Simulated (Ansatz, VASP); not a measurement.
**CdSe: VASP beside Ansatz**

Contents of INCAR:

```
SYSTEM = CdSe
  ALGO = Normal
  EDIFF = 1E-7
  ENCUT = 520
  GGA = PS
  ISIF = 2
  ISMEAR = 0
  LASPH = .TRUE.
  LCHARG = .FALSE.
  LREAL = .FALSE.
  LWAVE = .FALSE.
  NBANDS = 16
  NELM = 80
  PREC = Accurate
  SIGMA = 0.05
```

File KPOINTS:

```
k-points
0
G
  10 10 10
  0 0 0
```

POSCAR

```
CdSe
1.0
    0.0000000000      3.0265152138      3.0265152138
    3.0265152138      0.0000000000      3.0265152138
    2.9470187475      2.9470187475      0.0794964663
Cd Se
1 1
Direct
    0.0000000000      0.0000000000      0.0000000000
    0.7500000000      0.7500000000      0.7500000000
```

Input for Ansatz:

```yaml
crystal:
  lattice:
    - [0.0, 3.0265152138, 3.0265152138]
    - [3.0265152138, 0.0, 3.0265152138]
    - [2.9470187475, 2.9470187475, 0.0794964663]
  atoms:
    - { symbol: Cd, position: [0.0, 0.0, 0.0] }
    - { symbol: Se, position: [0.75, 0.75, 0.75] }
basis:
  ecutwfc: 420
kpoints:
  mp_grid: { grid: [10, 10, 10] }
hamiltonian:
  xc: pbesol
scf:
  occupations: { method: gaussian, width: 0.05 }
output:
  forces: true
  stress: true
  eigenvalues: true
```

Alike in both runs: task single point; functional PBEsol; k mesh 10 × 10 × 10; occupations gaussian, width 0.05 eV; no spin polarisation.

|  | VASP | Ansatz |
| --- | --- | --- |
| version | VASP 6.6.1 | Ansatz 0.2.0 |
| potentials or method | VASP PAW PBE potentials, release 64 (Cd, Se) | scalar-relativistic, plane waves, PAW |
| plane-wave cutoff (eV) | 520 | 420 |
| valence electrons in the cell | 18 | 36 |

|  | VASP | Ansatz | Ansatz less VASP |
| --- | --- | --- | --- |
| gap on the k mesh at the Fermi level (eV) | 0.53 | 0.53 | -0.003 |
| least direct gap on the mesh (eV) | 0.53 | 0.53 | -0.003 |
| pressure (GPa) | 3.8 | 3.4 | -0.43 |
| largest component of the traceless stress (GPa) | 1.64 | 1.60 | -0.042 |
| rms of the force components (eV/Å) | 0.260 | 0.250 | -0.0098 |

Atom by atom the forces differ by 0.010 eV/Å (rms over components). The functional is the same, so the differences come from potentials, cutoffs and numerics. The two sets of potentials don't hold the same shells in valence.

Caveats: the PAW data sets were made with another functional, which shifts forces and pressure a little (VASP).
